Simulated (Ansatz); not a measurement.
## CoO in Ansatz: convergence with smearing width

CoO:

```
CELL_PARAMETERS angstrom
1.50547 0.86918 2.43993
-1.50547 0.86918 2.43993
0.00000 -1.73837 2.43993
ATOMIC_POSITIONS crystal
Co 0.00000 0.00000 0.00000
O 0.50000 0.50000 0.50000
```

The cell is a database's computed one.

| Quantity | Value |
| --- | --- |
| Program | Ansatz 0.2.0 |
| Task | convergence study |
| Functional | PBE |
| Potentials or basis | PseudoDojo standard (PBE files) with Ansatz NC |
| Cutoff | 1306 eV (not typed: the program's choice for these potentials) |
| k mesh | 9 × 9 × 9 |
| Occupations | gaussian, width 0.3 eV |
| Spin | collinear spin, ferromagnetic start |
| Starting moments | [2.0, 0.0] μB |

These are the settings of the first run; the series varies smearing width, with any setting tied to it.

Hardware: 2 threads of Intel(R) Xeon(R) Processor @ 2.50GHz (Skylake/Cascade Lake), with other jobs on the host.

```csv
smearing width,"energy less the tightest run, at zero smearing (meV/atom)",pressure (GPa),absolute moment (μB),SCF cycles,CPU time (s),peak memory (GiB)
0.3 eV,-3.96,0.39,2.93,13,30,0.46
0.2 eV,0.25,0.36,2.96,15,35,0.47
0.15 eV,0.93,0.36,2.98,16,38,0.47
0.1 eV,0.49,0.37,3.01,15,37,0.47
0.05 eV,0.03,0.36,3.02,14,35,0.47
0.025 eV,-0.02,0.34,3.02,15,36,0.47
0.01 eV,-0.01,0.33,3.02,15,34,0.47
0.005 eV,0.00,0.33,3.02,15,35,0.47
```

Against the tightest run, the energy stays within 1 meV/atom from 0.2 eV on; the pressure stays within 0.1 GPa from 0.3 eV on; the absolute moment stays within 0.02 μB from 0.1 eV on. Narrower smearing needs a denser k mesh, so at a fixed mesh the narrowest width isn't the most accurate. The tightest run that finished is the yardstick and may itself not be fully converged.

Caveat, for the tightest run too: a cell with one magnetic atom can't hold antiferromagnetic order, which such compounds often take.
